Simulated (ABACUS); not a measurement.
Runs of ABACUS 3.10.1 on Ag. Symmetry: Fm-3m, No. 225, cubic system. The conventional cell has a = 4.085 Å, b = 4.085 Å, c = 4.085 Å, α = 90.00°, β = 90.00°, γ = 90.00°. Ag (site symmetry m-3m) is surrounded by 12 Ag at 2.89 Å. 

| task | level | potentials or basis | cell | k mesh | cutoff (eV) | SCF threshold on the density | eigensolver | symmetry key | max steps of the relaxation | force threshold | mesh quality | gap on the mesh (eV) | pressure (GPa) |
| --- | --- | --- | --- | --- | --- | --- | --- | --- | --- | --- | --- | --- | --- |
| single point | OLYP | SSSP 1.3 efficiency PBE, plane waves | as given | 9 × 9 × 9 | 748 | 1e-08 | dav | 1 | - | - | not flagged | none | 7.2 |
| single point | TM | SG15 ONCV 1.2 PBE, plane waves | as given | 7 × 7 × 7 | 1293 | 1e-08 | dav | 1 | - | - | coarse | none | (a) |
| relaxation of cell and atoms | TM | SG15 ONCV 1.2 PBE, plane waves | relaxed | 7 × 7 × 7 | 1293 | 1e-08 | dav | 1 | 60 | 0.005 eV/Å | coarse | none | 0.0 |
| single point | SCAN | SG15 ONCV 1.2 PBE, plane waves | as given | 7 × 7 × 7 | 1293 | 1e-08 | dav | 1 | - | - | coarse | none | -1.3 |

Alike in all rows: no spin polarisation; smearing fermi-dirac 0.05 eV.

Task: Fill in the values left out.

Result: (a) -2.8.

Caveats: some runs use coarse meshes; the potentials were made for another functional, which shifts forces and pressure.

A k mesh can miss the band edges, and the runs leave out spin-orbit coupling on Ag.

A gap of «none» marks a metal or a gap under the smearing width.
